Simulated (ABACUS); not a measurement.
TePb:

```
CELL_PARAMETERS angstrom
-3.23100 0.00000 3.23100
0.00000 3.23100 3.23100
-3.23100 3.23100 0.00000
ATOMIC_POSITIONS crystal
Pb 0.00000 0.00000 0.00000
Te 0.50000 0.50000 0.50000
```

Base run:

- Program: ABACUS 3.10.1
- Functional: WC
- Potentials or basis: SG15 ONCV 1.2 PBE
- Cutoff: 1129 eV
- Density cutoff: 4517 eV
- Basis: plane waves
- k mesh: 6 × 6 × 6
- Occupations: fermi-dirac, width 0.05 eV
- Spin: no spin polarisation

Its results: band gap on the k mesh 0.65 eV, direct; pressure -0.3 GPa.

The run is repeated on the same cell with these changes: functional from WC to LDA-PW92; potentials or basis from SG15 ONCV 1.2 PBE to PseudoDojo NC SR 0.4.1 LDA stringent; cutoff from 1129 eV to 1401 eV; density cutoff from 4517 eV to 5606 eV; valence electrons from 30 to 46. What comes out?

Band gap on the k mesh 0.65 eV, direct; pressure -1.6 GPa.

Caveats: spin-orbit coupling is left out, which as a rule narrows the gap of such compounds by several tenths of an eV; the potentials were made for another functional, which shifts forces and pressure (some runs).

A k mesh can miss the band edges.

Not every run made on this cell is shown here.
